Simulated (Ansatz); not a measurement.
**InPd: relaxation of cell and atoms with r2SCAN**

Crystal: InPd.

```
In Pd
1.0
     0.00000    2.74607    2.74607
     2.74607    0.00000    2.74607
     2.74607    2.74607    0.00000
In Pd
1 1
Cartesian
  0.0000 0.0000 0.0000
  2.7461 2.7461 2.7461
```

The cell was built by a generator and needn't be a form met in nature.

- Program: Ansatz 0.2.0
- Task: relaxation of cell and atoms
- Functional: r2SCAN
- Potentials or basis: Ansatz PAW
- Cutoff: 500 eV (not typed: the program's choice for these potentials)
- k mesh: 8 × 8 × 8
- Occupations: fermi-dirac, width 0.05 eV
- Spin: no spin polarisation
- Target pressure: 10 GPa
- Target pressure (GPa): 10

```
Relaxed volume                                         : 18.45 Å³/atom
Relaxed cell                                           : a = 3.737 Å, b = 3.737 Å, c = 3.737 Å, α = 60.00°, β = 60.00°, γ = 60.00°
Space group after relaxing (to 0.05 Å)                 : Fm-3m (No. 225)
Energy change on relaxing (the enthalpy is what falls) : +39.0 meV/atom
Ionic steps                                            : 6
Pressure after relaxing                                : 10.0 GPa
Band gap on the k mesh                                 : none (metal or under the smearing width)
```

The path:
```tsv
step	energy change (eV)	largest force (eV/Å)	volume (Å³)
1	0.0000	0.0000	41.42
2	0.1741	0.0000	35.65
3	0.0591	0.0000	37.19
4	0.0745	0.0000	36.93
5	0.0756	0.0000	36.91
6	0.0781	0.0000	36.91
```

Final structure:
```cif
data_structure
_symmetry_space_group_name_H-M 'P 1'
_symmetry_Int_Tables_number 1
_cell_length_a 3.7372
_cell_length_b 3.7372
_cell_length_c 3.7372
_cell_angle_alpha 60.000
_cell_angle_beta 60.000
_cell_angle_gamma 60.000
_cell_volume 36.91
loop_
_atom_site_label
_atom_site_type_symbol
_atom_site_fract_x
_atom_site_fract_y
_atom_site_fract_z
_atom_site_occupancy
In1 In 0.00000 0.00000 0.00000 1
Pd1 Pd 0.50000 0.50000 0.50000 1
```

Levels at points of the mesh, in eV from the Fermi level:
```
             k point  band 12  band 13  band 14  band 15  band 16  band 17  band 18  band 19
  (0.00, 0.00, 0.00)    -3.61    -3.61    -3.20    -3.20     6.05     6.05     6.05     9.17
 (0.00, 0.00, -0.50)    -4.49    -4.49    -3.17    -3.17    -1.78     8.21     8.30     8.30
(0.00, -0.50, -0.50)    -3.21    -2.95    -2.91    -2.91     0.05     1.39     1.39     5.76
```

Run time: 11 s on 2 threads of Arm Neoverse V2 (shared host), peak memory 0.44 GiB.

Caveat: the plane-wave basis is chosen anew once the cell has moved, so the energies of steps on either side of that aren't comparable; the PAW data sets come from PBE, with cores solved anew for the run's functional, which leaves a small shift of forces and pressure.
